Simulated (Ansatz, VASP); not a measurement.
RbBr in VASP and in Ansatz

Contents of INCAR:

```
PREC = Accurate
ENCUT = 520
EDIFF = 1E-7
ISMEAR = -1
SIGMA = 0.02
LREAL = False
LASPH = True
NELM = 100
ALGO = Normal
ISIF = 2
LWAVE = False
LCHARG = True
GGA = PE
LELF = True
LVHAR = True
NBANDS = 15
```

KPOINTS

```
Automatic mesh
0
Gamma
  6 6 6
```

File POSCAR:

```
RbBr
1.0
    0.0000000000      3.3909232400      3.4608320474
    3.4608320474      0.0000000000      3.4608320474
    3.4608320474      3.3909232400      0.0000000000
Rb Br
1 1
Direct
    0.0000000000      0.0000000000      0.0000000000
    0.5000000000      0.5000000000      0.5000000000
```

Input for Ansatz:

```yaml
crystal:
  lattice:
    - [0.0, 3.39092324, 3.4608320474]
    - [3.4608320474, 0.0, 3.4608320474]
    - [3.4608320474, 3.39092324, 0.0]
  atoms:
    - { symbol: Rb, position: [0.0, 0.0, 0.0] }
    - { symbol: Br, position: [0.5, 0.5, 0.5] }
kpoints:
  mp_grid: { grid: [6, 6, 6] }
  band_path:
    path:
      - [0.0, 0.0, 0.0]
      - [0.5, 0.0, 0.5]
      - [0.625, 0.25, 0.625]
      - [0.375, 0.375, 0.75]
      - [0.5, 0.5, 0.5]
      - [0.5, 0.25, 0.75]
    npoints: 1
hamiltonian:
  xc: pbe
scf:
  occupations: { method: fermi_dirac, width: 0.02 }
  n_extra_bands: 4
output:
  forces: true
  stress: true
  eigenvalues: true
```

Change from the starting cell: uniaxial_y strain -2.0%.

Alike in both runs: task single point; functional PBE; k mesh 6 × 6 × 6; occupations fermi-dirac, width 0.02 eV; no spin polarisation.

```csv
,VASP,Ansatz
version,VASP 6.6.1,Ansatz 0.2.0
potentials or method,"VASP PAW PBE potentials, release 64 (Rb_sv, Br)","plane waves, PAW"
plane-wave cutoff (eV),520,420
valence electrons in the cell,16,16
```

Ansatz gave:

* gap on the k mesh at the Fermi level (eV): 4.32
* pressure (GPa): 0.9
* largest component of the traceless stress (GPa): 0.45

**Question.** Which values does VASP return?

**Answer.** gap on the k mesh at the Fermi level (eV): 4.32; pressure (GPa): 0.9; largest component of the traceless stress (GPa): 0.46.
